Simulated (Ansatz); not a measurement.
Runs of Ansatz 0.2.0 on BaS. It takes space group Fm-3m (No. 225, cubic). The conventional cell has a = 6.388 Å, b = 6.388 Å, c = 6.388 Å, α = 90.00°, β = 90.00°, γ = 90.00°. Ba (site symmetry m-3m) is surrounded by 6 S at 3.19 Å. S (site symmetry m-3m) has 6 Ba at 3.19 Å as nearest neighbours. 

```tsv
task	level	spin	cell	k mesh	cutoff (eV)	points for each segment of the path	gap on the mesh (eV)	pressure (GPa)
single point	PBE0	SOC, no magnetisation	as given	3 × 3 × 3	420	-	4.10	0.5
band structure	r2SCANh	off	as given	4 × 4 × 4	500	4	(a)	0.7
band structure	r2SCAN0	off	as given	4 × 4 × 4	500	4	4.01	(b)
relaxation of cell and atoms	PBE0	off	relaxed	4 × 4 × 4	420	-	3.82	0.0
```

Alike in all rows: potentials or basis Ansatz PAW; smearing fermi-dirac 0.05 eV; the mesh is coarse, so values aren't converged.

Estimate the missing entries.

(a) 3.13; (b) 0.6.

Caveats: all runs use coarse meshes; the PAW data sets come from PBE, with cores solved anew for the run's functional, which leaves a small shift of forces and pressure; the thresholds are loose for stress (some runs); spin-orbit coupling is left out, which moves the levels of the heavy elements (some runs); odd divisions of the mesh miss points on the zone boundary, where band edges often lie, so the gap on the mesh can be too wide (some runs); the plane-wave basis is chosen anew once the cell has moved, so the energies of steps on either side of that aren't comparable (some runs).

A k mesh can miss the band edges, and rows without SOC leave out spin-orbit coupling on Ba.
